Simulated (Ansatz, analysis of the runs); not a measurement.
# Conductance against twist: 4,4'-biphenylene with amine ends, rings twisted by 0 degrees, between Au (111) faces with adatoms, and onwards

Aim: how does the conductance follow the angle between the two rings?

Method: DFT PBE, plane waves, PAW; transmission of a junction between electrodes, in Ansatz 0.2.0.

## 1. Set-up

The cell holds 100 atoms: 74 Au, 2 N, 12 C and 12 H. Cell: a = 8.825 Å, b = 8.825 Å, c = 32.851 Å, α = 90.0°, β = 90.0°, γ = 60.0°. Electrodes: Au (111) 3x3 face with an adatom; the apex atoms were set 11.571 Å apart; the free molecule is Nc1ccc(-c2ccc(N)cc2)cc1. Regions: lower lead, 37 atoms (37 Au); bridge, 26 atoms (2 N, 12 C and 12 H); upper lead, 37 atoms (37 Au). The structure is stacked along c, and the current runs across the ab planes.

## 2. Transmission, twist 0 degree

The cell is now read as a scatterer between two semi-infinite leads, named by two sites one period apart. The scattering states in its self-consistent potential are matched to the leads' states at each energy. A mesh across the current samples the surface zone of the faces.

Contents of input.yaml:

```yaml
crystal:
  lattice:
    - [8.8246926292, 0.0, 0.0]
    - [4.4123463146, 7.6424079975, 0.0]
    - [0.0, 0.0, 32.850698215]
  atoms:
    - { symbol: Au, position: [0.722222222, 0.722222222, 0.0] }
    - { symbol: Au, position: [0.722222222, 0.055555556, 0.0] }
    - { symbol: Au, position: [0.722222222, 0.388888889, 0.0] }
    - { symbol: Au, position: [0.055555556, 0.722222222, 0.0] }
    - { symbol: Au, position: [0.055555556, 0.055555556, 0.0] }
    - { symbol: Au, position: [0.055555556, 0.388888889, 0.0] }
    - { symbol: Au, position: [0.388888889, 0.722222222, 0.0] }
    - { symbol: Au, position: [0.388888889, 0.055555556, 0.0] }
    - { symbol: Au, position: [0.388888889, 0.388888889, 0.0] }
    - { symbol: Au, position: [0.833333333, 0.833333333, 0.073111905] }
    - { symbol: Au, position: [0.833333333, 0.166666667, 0.073111905] }
    - { symbol: Au, position: [0.833333333, 0.5, 0.073111905] }
    - { symbol: Au, position: [0.166666667, 0.833333333, 0.073111905] }
    - { symbol: Au, position: [0.166666667, 0.166666667, 0.073111905] }
    - { symbol: Au, position: [0.166666667, 0.5, 0.073111905] }
    - { symbol: Au, position: [0.5, 0.833333333, 0.073111905] }
    - { symbol: Au, position: [0.5, 0.166666667, 0.073111905] }
    - { symbol: Au, position: [0.5, 0.5, 0.073111905] }
    - { symbol: Au, position: [0.944444444, 0.944444444, 0.14622381] }
    - { symbol: Au, position: [0.944444444, 0.277777778, 0.14622381] }
    - { symbol: Au, position: [0.944444444, 0.611111111, 0.14622381] }
    - { symbol: Au, position: [0.277777778, 0.944444444, 0.14622381] }
    - { symbol: Au, position: [0.277777778, 0.277777778, 0.14622381] }
    - { symbol: Au, position: [0.277777778, 0.611111111, 0.14622381] }
    - { symbol: Au, position: [0.611111111, 0.944444444, 0.14622381] }
    - { symbol: Au, position: [0.611111111, 0.277777778, 0.14622381] }
    - { symbol: Au, position: [0.611111111, 0.611111111, 0.14622381] }
    - { symbol: Au, position: [0.055555556, 0.055555556, 0.219335714] }
    - { symbol: Au, position: [0.055555556, 0.388888889, 0.219335714] }
    - { symbol: Au, position: [0.055555556, 0.722222222, 0.219335714] }
[... 7 lines left out ...]
    - { symbol: "N", position: [0.25601882, 0.602991626, 0.323359669] }
    - { symbol: C, position: [0.312754851, 0.578819684, 0.363840913] }
    - { symbol: C, position: [0.341386491, 0.702956951, 0.383211134] }
    - { symbol: C, position: [0.4126036, 0.672880105, 0.422452234] }
    - { symbol: C, position: [0.462526609, 0.515084552, 0.442832708] }
    - { symbol: C, position: [0.44061294, 0.387876622, 0.422343779] }
    - { symbol: C, position: [0.369177589, 0.418521834, 0.383119315] }
    - { symbol: C, position: [0.537625159, 0.483380696, 0.48405531] }
    - { symbol: C, position: [0.587635825, 0.32580896, 0.504544245] }
    - { symbol: C, position: [0.658970503, 0.296181881, 0.543768726] }
    - { symbol: C, position: [0.68729202, 0.420703858, 0.563047147] }
    - { symbol: C, position: [0.63061154, 0.580856793, 0.54367694] }
    - { symbol: C, position: [0.55939693, 0.610909327, 0.504435824] }
    - { symbol: "N", position: [0.743982813, 0.396991148, 0.603528401] }
    - { symbol: H, position: [0.200864984, 0.530433861, 0.31520099] }
    - { symbol: H, position: [0.181304995, 0.730526543, 0.315252506] }
    - { symbol: H, position: [0.308704479, 0.824808553, 0.367951929] }
    - { symbol: H, position: [0.431975735, 0.773123668, 0.436755977] }
    - { symbol: H, position: [0.479259322, 0.262863345, 0.436836489] }
    - { symbol: H, position: [0.357713242, 0.315448268, 0.367867725] }
    - { symbol: H, position: [0.571370651, 0.223977351, 0.490051518] }
    - { symbol: H, position: [0.692653875, 0.174048612, 0.559020366] }
    - { symbol: H, position: [0.641045013, 0.684506623, 0.558936145] }
    - { symbol: H, position: [0.51770054, 0.736933801, 0.490132084] }
    - { symbol: H, position: [0.818870647, 0.269534522, 0.611687039] }
    - { symbol: H, position: [0.798931322, 0.469787401, 0.611635607] }
[... 29 lines left out ...]
    - { symbol: Au, position: [0.611111111, 0.944444444, 0.926888095] }
    - { symbol: Au, position: [0.611111111, 0.277777778, 0.926888095] }
    - { symbol: Au, position: [0.944444444, 0.611111111, 0.926888095] }
    - { symbol: Au, position: [0.944444444, 0.944444444, 0.926888095] }
    - { symbol: Au, position: [0.944444444, 0.277777778, 0.926888095] }
    - { symbol: Au, position: [0.277777778, 0.611111111, 0.926888095] }
    - { symbol: Au, position: [0.277777778, 0.944444444, 0.926888095] }
    - { symbol: Au, position: [0.277777778, 0.277777778, 0.926888095] }
kpoints:
  mp_grid: { grid: [4, 4, 1] }
scf:
  occupations: { method: fermi_dirac, width: 0.1 }
hamiltonian:
  xc: pbe
output:
  transmission: { leads: [[91, 0]], e_range: [-0.7, 0.7], de: 0.035, kmesh: [4, 4] }
  dos: { projected: true, e_range: [-5, 4] }
  write_potential: true
  write_density: true
  volumetric_format: npy
```

Run with:

```sh
ansatz run input.yaml --threads 16 --pin off --max-ram 61440MiB --backend cuda --events-out ev --progress --plain --runs-dir out --max-vram 78GiB
```

Numbers of over 12 decimals in the logs are rounded to 6 here.

Output:

```text
Engine: ansatz 0.2.0, aarch64-unknown-linux-gnu
Pseudopotentials: kind: paw
Pseudopotential: Au, paw, valence charge 19, recommended cutoff 420 eV (normal), Au.paw.azcp
Pseudopotential: N, paw, valence charge 5, recommended cutoff 420 eV (normal), N.paw.azcp
Pseudopotential: C, paw, valence charge 4, recommended cutoff 420 eV (normal), C.paw.azcp
Pseudopotential: H, paw, valence charge 1, recommended cutoff 420 eV (normal), H.paw.azcp
Functional definition: PBE
  parameter kappa = 0.804
  parameter beta = 0.066725
  exchange = pbe_x(kappa = kappa, mu = beta*pi^2/3)
  correlation = pbe_c(beta = beta)
[...]
Crystal: 100 atoms, lattice volume = 2215.514 Å³
Basis set: ecut = 420 eV, 43315 PW (Γ)
Bands: 886, of which v1, the nominal top of the filled ones, is band 738 counted from 1 (737 counted from 0)
Symmetry: 1 space group operations
Space group: P1 (ITA 1), of the structure as read, at distance tolerance 1.3e-4 Å
k-points: 10 of 16 (time reversal used)
Non-local potential: Au, projectors of the file, l = 0: 3, l = 1: 2, l = 2: 2, l = 3: 1
Non-local potential: N, projectors of the file, l = 0: 2, l = 1: 2, l = 2: 1
Non-local potential: C, projectors of the file, l = 0: 2, l = 1: 2, l = 2: 1
Non-local potential: H, projectors of the file, l = 0: 2, l = 1: 1
PAW form: soft (Blöchl's): semilocal exchange-correlation on the pseudo side does not see the compensation charge
PAW one-centre angular grid: Au, 590 points (default); XC on 64 Gauss nodes
PAW one-centre angular grid: N, 110 points (default); XC on 64 Gauss nodes
PAW one-centre angular grid: C, 110 points (default); XC on 64 Gauss nodes
PAW one-centre angular grid: H, 110 points (default); XC on 64 Gauss nodes
Initial density: superposition of atomic densities (neutral atoms: chi_scale 0, normalization atom), corrected by the library's trained network
Initial wavefunctions: pseudopotential atomic-orbital guess
[...]
Functional: x = pbe(κ = 0.804, μ = 0.219515), c = pbe(β = 0.066725)
SCF iter   1: F=—  HF=-977014.367418 eV  |F-HF|=—  |Δ(HF+E_count)|=         —  Δρ=3.84e-3  dr2=1.10e1  ethr=1.77e-3  ⟨swp⟩=5.2  Hψ=31452  notcnv=0  defer=905
preconditioner: auto → LDOS  [metal: Δε(μ)=0.014 eV  Ē_g=9.166 eV  σ=0.100 eV  W_gap=0.04  n_scr=638 (ndim 8)  ℏωp=23.5 eV  f_vac=0.305  D(μ)=31.88/eV (n_scr^D=148)  β→1.0]
SCF iter   2: F=—  HF=-977014.172715 eV  |F-HF|=—  |Δ(HF+E_count)|=   1.95e-1  Δρ=2.80e-3  dr2=3.22e-1  ethr=7.44e-4  ⟨swp⟩=2.1  Hψ=14624  notcnv=0  defer=1024
SCF iter   3: F=—  HF=-977014.152443 eV  |F-HF|=—  |Δ(HF+E_count)|=   2.03e-2  Δρ=1.87e-3  dr2=1.94e-1  ethr=2.18e-5  ⟨swp⟩=3.0  Hψ=15046  notcnv=0  defer=1024
SCF iter   4: F=—  HF=-977014.093985 eV  |F-HF|=—  |Δ(HF+E_count)|=   5.85e-2  Δρ=3.58e-4  dr2=1.01e-2  ethr=1.32e-5  ⟨swp⟩=2.8  Hψ=14336  notcnv=0  defer=1015
SCF iter   5: F=—  HF=-977014.101221 eV  |F-HF|=—  |Δ(HF+E_count)|=   7.24e-3  Δρ=1.41e-4  dr2=1.07e-3  ethr=6.81e-7  ⟨swp⟩=2.7  Hψ=14076  notcnv=0  defer=1001
SCF iter   6: F=—  HF=-977014.092800 eV  |F-HF|=—  |Δ(HF+E_count)|=   8.42e-3  Δρ=5.55e-5  dr2=1.48e-4  ethr=7.23e-8  ⟨swp⟩=3.0  Hψ=13379  notcnv=0  defer=1001
SCF iter   7: F=—  HF=-977014.116516 eV  |F-HF|=—  |Δ(HF+E_count)|=   2.37e-2  Δρ=1.52e-5  dr2=1.23e-5  ethr=1.00e-8  ⟨swp⟩=2.7  Hψ=13278  notcnv=0  defer=1001
SCF iter   8: F=—  HF=-977014.116516 eV  |F-HF|=—  |Δ(HF+E_count)|=   6.41e-7  Δρ=5.60e-6  dr2=9.03e-7  ethr=8.30e-10  ⟨swp⟩=2.0  Hψ=12250  notcnv=0  defer=1001
SCF iter   9: F=-977014.116517 eV  HF=-977014.116517 eV  |F-HF|=3.12e-8  |Δ(HF+E_count)|=   1.14e-7  Δρ=1.97e-6  dr2=9.53e-8  ethr=6.78e-12  ⟨swp⟩=13.5  Hψ=41179  notcnv=0
SCF 1 converged in 9 iterations: F = -977014.116517 eV  dr2 = 9.53e-8
  greatest PAW one-centre occupation: 1.000 electrons in one spin orbital (limit 2), on the Au atom at site 34 (counted from 0), in its partial waves of l = 0
transmission: 54 of 500 steps passed
transmission: 109 of 500 steps passed
[...]
transmission: 450 of 500 steps passed
[...]
SCF converged after 9 iterations
[...]
--- Transmission ---
  basis      : 595 plane waves across, 50 finite elements along
  points     : 10, standing for a mesh of 4 x 4
  on the GPU : 10 of these points
  filling    : by the input's occupations and mesh, since the crystals that have channels conduct as metals do. If one of these is a semiconductor, that mesh has misplaced its level
  energies   : 41 from -0.700000 to 0.700000 eV about the Fermi level, 0.035000 eV apart; the leads are filled to 0.000000 eV, and channels, transmission and decay are at 0.000000 eV
  crystal 0  : Au9, at the sites [91, 0], period 2.4018 Å, over 19.21 Å; its Hamiltonian steps by up to 30.9 meV: too much for a lead, lay more layers or, if its atoms are ordered, name the step of that order
    offset         : up to 0.0000 Å between an atom of the period and one for which it stands
    filled         : 0.0 meV under the level at which it is neutral
    channels       : 7.687500e0 a spin
    conductance    : 8.8198e14 S/m² at 300 K; may be off by some 0.0 % by where its bands' edges are placed, 11.5 % from the k-mesh, 0.0 % from the distance to neutral
  junction   : crystal 0 to crystal 0, -0.50 to 29.95 Å
    transmission   : 1.281870e-2 a spin
    conductance    : 1.4823e12 S/m² at 300 K (1.3097e12 on every other point, 1.4731e12 on every other energy)
    error estimate : 0.6 % from the energy spacing and 15.1 % from band edges of the leads and from resonances (wavevectors taken as independent; lower de), 32.4 % from the k-mesh, 15.8 % from the steps of its leads' Hamiltonians or their offsets (lay more layers), 0.0 % from the distance to neutral
    resistance     : 6.7350e-1 Ω µm² beyond half of each lead's own
```

Wall time 3.4 min (1 × NVIDIA GB200 with 16 threads of Arm Neoverse V2, shared host); peak memory 18 GiB.

This step gave:

```yaml
energy_at_zero_smearing: -977013.6339 eV
transmission_at_the_energy_nearest_the_fermi_level_one_spin: 0.01282
step_of_the_lead_s_hamiltonian: 30.9 meV
conductance_of_the_junction: 0.01290 G₀
conductance_of_the_bulk_lead_a_3x3_cell_mean_over_the_mesh: 7.677 G₀
channels_of_the_bulk_lead_one_spin_mean_over_the_mesh: 7.688
```

The transmission, one spin by energy, zero at the Fermi level:

| energy (eV) | transmission, one spin |
| --- | --- |
| -0.700 | 0.0987 |
| -0.630 | 0.0766 |
| -0.560 | 0.0637 |
| -0.490 | 0.0454 |
| -0.420 | 0.0321 |
| -0.350 | 0.0253 |
| -0.315 | 0.0232 |
| -0.245 | 0.0199 |
| -0.175 | 0.0174 |
| -0.105 | 0.0154 |
| -0.035 | 0.0136 |
| 0.000 | 0.0128 |
| 0.035 | 0.0121 |
| 0.105 | 0.0111 |
| 0.175 | 0.0105 |
| 0.210 | 0.0116 |
| 0.245 | 0.00728 |
| 0.315 | 0.00561 |
| 0.350 | 0.00528 |
| 0.420 | 0.00484 |
| 0.490 | 0.00455 |
| 0.560 | 0.00436 |
| 0.630 | 0.00428 |
| 0.700 | 0.00426 |

The open channels of the lead, one spin by energy, zero at the Fermi level:

```
energy (eV)  open channels of the lead, one spin
     -0.700                                 5.69
     -0.665                                 5.81
     -0.630                                 5.81
     -0.595                                 5.81
     -0.560                                 5.81
     -0.525                                 5.81
     -0.490                                 5.81
     -0.420                                 6.56
     -0.385                                 6.56
     -0.350                                 6.56
     -0.315                                 7.31
     -0.280                                 7.69
     -0.245                                 7.69
     -0.210                                 7.69
     -0.175                                 7.69
     -0.140                                 7.69
     -0.105                                 7.69
     -0.070                                 7.69
     -0.035                                 7.69
      0.000                                 7.69
      0.035                                 7.69
      0.070                                 7.69
      0.105                                 7.69
      0.140                                 7.69
      0.175                                 7.69
      0.210                                 7.69
      0.245                                 7.31
      0.280                                 7.31
      0.315                                 7.31
      0.350                                 7.31
      0.385                                 7.31
      0.420                                 7.31
      0.490                                 7.31
      0.525                                 7.31
      0.560                                 7.31
      0.595                                 7.31
      0.630                                 7.31
      0.665                                 7.31
      0.700                                 7.31
```

The planar mean of the electrostatic potential energy, less the Fermi level oscillates, so the rows of the table below give means over windows of 2 Å about each position, cut where the curve ends. Its maxima inside the range that stand out by 2 % of the span (Å: eV): 1.3: 0.667, 3.5: 0.743, 6.1: 0.677, 8.6: 3.1, 11.4: 2.94, 13.1: 2.59, 15.2: 3.06, 17.2: 2.68, 19.3: 2.97, 21.8: 3.09, 24.4: 0.916, 26.9: 0.932, 29.2: 0.882, 31.7: 0.899. Its minima: 2.3: -16.1, 4.8: -16.2, 7.2: -16.0, 10.4: 1.63, 12.4: 0.63, 14.2: 0.625, 16.2: 0.660, 18.2: 0.627, 20.0: 1.65, 23.4: -15.7, 25.6: -16.1, 28.2: -15.8, 30.4: -16.1.

Planar mean of the electrostatic potential energy, less the Fermi level against z; means over each step:

| z (Å) | planar mean of the electrostatic potential energy, less the Fermi level (eV) |
| --- | --- |
| 0 | -9.47 |
| 2 | -8.56 |
| 4 | -7.02 |
| 6 | -6.28 |
| 8 | -5.06 |
| 10 | 2.07 |
| 12 | 1.71 |
| 14 | 1.64 |
| 16 | 1.74 |
| 18 | 1.60 |
| 20 | 2.18 |
| 22 | -1.20 |
| 24 | -7.10 |
| 26 | -8.75 |
| 28 | -9.38 |
| 30 | -8.44 |
| 32 | -5.35 |

By hand: the program gives 1.4823 × 10^12 S/m² over the cell's cross-section of 67.44 Å² = 6.744 × 10^-19 m², so one cell conducts 9.997 × 10^-7 S. Divided by G0 = 2e²/h = 7.748 × 10^-5 S this is 0.0129 G0, a resistance of 1000 kΩ.

The conductance is 0.0129 G₀. The value hangs on where a semilocal functional puts the molecule's levels, which is known only roughly. The lead's Hamiltonian steps by 30.9 meV, which the program calls too much for a lead. The largest term of the program's error estimate is 32 %, from the k-mesh.

## 3. Conductance and thermopower from T(E)

This step: Landauer integrals over the computed T(E), interpolated linearly between its energies (analysis of the runs above).

Conductance and thermopower are moments of T(E) over the thermal window; sliding the window along E stands for a gate that leaves T(E) rigid.

Numbers from this step:

- conductance at 300 K, interpolated from T(E): 0.01291 G₀
- thermopower at 300 K: 11.41 μV/K
- Lorenz number over L0: 1.014

T(E) held rigid; rough near sharp steps of T(E). Table of conductance at 300 K by shift of the leads' level:

| shift of the leads' level (eV) | conductance at 300 K (G₀) |
| --- | --- |
| -0.350 | 0.0261 |
| -0.300 | 0.0228 |
| -0.250 | 0.0204 |
| -0.200 | 0.0184 |
| -0.150 | 0.0167 |
| -0.100 | 0.0153 |
| -0.050 | 0.0140 |
| 0.000 | 0.0129 |
| 0.050 | 0.012 |
| 0.100 | 0.0113 |
| 0.150 | 0.0107 |
| 0.200 | 0.00996 |
| 0.250 | 0.00796 |
| 0.300 | 0.00624 |
| 0.350 | 0.00542 |

T(E) held rigid; rough near sharp steps of T(E). Table of thermopower at 300 K by shift of the leads' level:

| shift of the leads' level (eV) | thermopower at 300 K (μV/K) |
| --- | --- |
| -0.350 | 22.9 |
| -0.300 | 18.4 |
| -0.250 | 15.8 |
| -0.200 | 14.4 |
| -0.150 | 13.6 |
| -0.100 | 13.1 |
| -0.050 | 12.4 |
| 0.000 | 11.4 |
| 0.050 | 9.99 |
| 0.100 | 8.39 |
| 0.150 | 8.41 |
| 0.200 | 20.2 |
| 0.250 | 35.9 |
| 0.300 | 28.6 |
| 0.350 | 16.5 |

The two levels move by half the bias each and T(E) is held rigid. Table of current from the zero-bias T(E) by bias:

| bias (V) | current from the zero-bias T(E) (μA) |
| --- | --- |
| 0.000 | 0 |
| 0.100 | 0.100 |
| 0.200 | 0.202 |
| 0.300 | 0.307 |
| 0.400 | 0.415 |
| 0.500 | 0.525 |
| 0.600 | 0.635 |
| 0.700 | 0.752 |
| 0.800 | 0.882 |

By hand, Mott's formula: S = −(π²k²T/3e) d ln T/dE, and π²k²T/3e = 7.33 μV/K × eV at 300 K. The computed T is 0.0144 at -0.070 eV and 0.0116 at +0.070 eV, so d ln T/dE ≈ -1.53 per eV and S ≈ 11.2 μV/K, against 11.4 from the integrals.

The thermopower is 11.4 μV/K. The Lorenz ratio is 1.01, where the Wiedemann-Franz law gives 1. These values rest on a semilocal level alignment and on the mesh across the current. Moving the level by up to 0.1 eV either way gives 8.4 to 13 μV/K.

(Part 1 of 4 ends here.)

[Logs are printed without paths, hosts, clocks, repeated set-up lines and the standing remarks that a program may print on its own settings, such as how far it seeks lower states.]

[Hosts, paths, dates, database ids (printed as entryN), source tags and the programs' standing remarks are cut or masked in the printed files.]
